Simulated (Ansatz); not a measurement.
Working through a frozen displacement of one atom of Bi₂Te₃, space group R-3m

With the Python package of Ansatz (0.2.0).

Notebook, run cell by cell (the value of a cell's last expression is shown):

In [1]:
```python
import warnings

import ansatz as az
import numpy as np
```

In [2]:
```python
warnings.simplefilter("ignore", az.DeckWarning)
```

In [3]:
```python
vectors = np.array([
    [2.193, 1.266129, 10.165667],
    [-2.193, 1.266129, 10.165667],
    [0.0, -2.532258, 10.165667],
])
cell = (
    az.Lattice.of(vectors)
    .atom("Bi", (0.4, 0.4, 0.4))
    .atom("Bi", (0.6, 0.6, 0.6))
    .atom("Te", (0.0, 0.0, 0.0))
    .atom("Te", (0.2095, 0.2095, 0.2095))
    .atom("Te", (0.7905, 0.7905, 0.7905))
)

[site.symbol for site in cell.resolved().sites]
```
Out [3]:
```text
['Bi', 'Bi', 'Te', 'Te', 'Te']
```

In [4]:
```python
inverse = np.linalg.inv(np.array(cell.lattice.vectors))
home = np.array(cell.sites[1].position)
values = np.linspace(-0.2, 0.2, 5)
energies, pulls = [], []
for shift in values:
    moved = cell.move(1, to=home + shift * inverse[1])
    calc = moved.calculation()
    calc = calc.occupations("Fixed").kpoints(6, 6, 6, center="gamma")
    calc = calc.forces()
    summary = calc.run().report
    energies.append(summary["free_energy_ev"])
    pulls.append(summary["forces_ev_ang"][1][1])

# the force is minus the slope of the free energy
print("shift (A)   dE (eV)   force along y (eV/A)")
for shift, e, f in zip(values, energies, pulls):
    print(f"{shift:8.3f} {e - energies[2]:10.5f} {f:12.4f}")
print(f"stiffness from energies {2 * np.polyfit(values, energies, 2)[0]:.3f}, from forces {-np.polyfit(values, pulls, 1)[0]:.3f} eV/A^2")
```
```text
shift (A)   dE (eV)   force along y (eV/A)
  -0.200    0.05911       0.6224
  -0.100    0.01406       0.2877
   0.000    0.00000      -0.0000
   0.100    0.01310      -0.2590
   0.200    0.05155      -0.5106
stiffness from energies 2.774, from forces 2.813 eV/A^2
```

The curvature of the energy gives 2.774 eV/Å² and the slope of the force 2.813 eV/Å², a positive curvature.

Caveats:
- Spin-orbit coupling, which matters for elements this heavy, is left out.
- No functional is typed, so the default, PBE, holds.
- The structure is a deposited one; some such entries were measured under pressure or heat, so a shift against it needn't be the functional's error alone.
- All periodic images of the atom move with it, so the curvature is one diagonal element of the zone-centre force constants and no normal mode; a positive value doesn't exclude soft modes in which several atoms move.
- Run time: 3.2 min on 1 thread of Arm Neoverse V1, on a shared host, peak memory 0.68 GiB.
